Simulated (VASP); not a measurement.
A run of VASP 6.6.1:

INCAR

```
PREC     = Accurate       # precision mode
ENCUT    = 520            # plane-wave cutoff, eV
EDIFF    = 1E-7           # SCF threshold, eV
ISMEAR   = 0              # smearing method
SIGMA    = 0.05           # smearing width, eV
LREAL    = F              # projectors in reciprocal space
LASPH    = T              # aspherical terms in the spheres
NELM     = 60             # most SCF steps
ALGO     = Normal         # electronic algorithm
ISIF     = 2              # what is computed and relaxed
LWAVE    = F              # write WAVECAR
LCHARG   = T              # write CHGCAR
LDIPOL   = T            
IDIPOL   = 3            
DIPOL    = 0.5 0.5 0.500
GGA      = PE             # functional
LELF     = T              # ELF
LVHAR    = T            
LVACPOTAV= T
```

Contents of KPOINTS:

```
Automatic mesh
0
Gamma
  9 9 1
```

Contents of POSCAR:

```
Tl
1.0
    3.4559983565      0.0000000000      0.0000000000
   -1.7279991782      2.9929823722      0.0000000000
    0.0000000000      0.0000000000     20.5250000000
Tl
3
Direct
    0.3333333333      0.6666666666      0.3654080390
    0.6666666667      0.3333333334      0.5000000000
    0.3333333333      0.6666666666      0.6345919610
```

Potentials or basis: VASP PAW PBE potentials, release 64 (Tl_d).

Command:

```console
$ cat potpaw_PBE.64/Tl_d/POTCAR > POTCAR
$ mpirun -np 1 vasp_std > vasp.out
```

Hardware: 1 thread of AMD EPYC 9R14 (Zen 4), on a shared host.

Question: Estimate the wall time of this run.

Answer: Run time: 70 s on 1 thread of AMD EPYC 9R14 (Zen 4), with other jobs on the host, peak memory 0.31 GiB. Counts: scf iterations 21, k points 12.
